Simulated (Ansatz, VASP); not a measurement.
# One calculation of As, two programs

```
As
1.0
     3.29400    0.00000    0.00000
    -1.64700    2.85269    0.00000
     0.00000    0.00000   28.00000
As
2
Cartesian
  0.0000 1.9018 15.0360
  1.6470 0.9509 12.9640
```

Alike in both runs: task single point; functional LDA; k mesh 9 × 9 × 1; occupations gaussian, width 0.02 eV; no spin polarisation.

|  | VASP | Ansatz |
| --- | --- | --- |
| version | VASP 6.6.1 | Ansatz 0.2.0 |
| potentials or method | VASP PAW LDA potentials, release 64 (As) | scalar-relativistic, plane waves, PAW |
| plane-wave cutoff (eV) | 520 | 420 |
| valence electrons in the cell | 10 | 30 |

|  | VASP | Ansatz | Ansatz less VASP |
| --- | --- | --- | --- |
| gap on the k mesh at the Fermi level (eV) | none | none | - |
| rms of the force components (eV/Å) | 0.919 | 0.929 | +0.0108 |
| work function, face that differs most (eV) | 4.64 | 4.63 | -0.013 |

Atom by atom the forces differ by 0.011 eV/Å (rms over components). A gap of «none» marks a metal or a gap that the smearing closes. The two sets of potentials don't hold the same shells in valence.
